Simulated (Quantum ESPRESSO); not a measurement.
**Sb under changes of volume**

One of the cells (26.213 Å³/atom); the others are scaled copies at fixed shape and fractional positions:

```xyz
1
Lattice="-1.8713 1.8713 1.8713 1.8713 -1.8713 1.8713 1.8713 1.8713 -1.8713" Properties=species:S:1:pos:R:3 pbc="T T T"
Sb    0.0000    0.0000    0.0000
```

This isn't the form of Sb at room conditions, which is rhombohedral.

```yaml
Program: Quantum ESPRESSO 7.5
Functional: LDA
Potentials_or_basis: GBRV 1.5 LDA
Cutoff: 612 eV
Density_cutoff: 4898 eV
k_mesh: 10 × 10 × 10
Occupations: fermi-dirac, width 0.05 eV
Spin: no spin polarisation
```

```tsv
volume (Å³/atom)	energy over the lowest point (meV/atom)	pressure (GPa)
24.640	12.38	3.3
25.165	3.50	1.6
25.689	0.00	0.0
26.213	1.28	-1.4
26.737	?	?
27.262	16.35	-3.7
27.786	29.38	-4.7
```

Question: What does the run at 26.737 Å³/atom give?

Answer: Energy over the lowest point 6.83 meV/atom; pressure -2.6 GPa.

Worked out: A Birch-Murnaghan fit of order 3 (a polynomial in V^(-2/3)) to the other rows has its minimum at 25.80 Å³/atom with B0 = V·E''(V) = 70 GPa and B' = 4.1. It gives 6.86 meV/atom at 26.737 Å³/atom, against the run's 6.83, and -dE/dV = -2.3 GPa, against -2.6.

Energies are extrapolated to zero smearing.
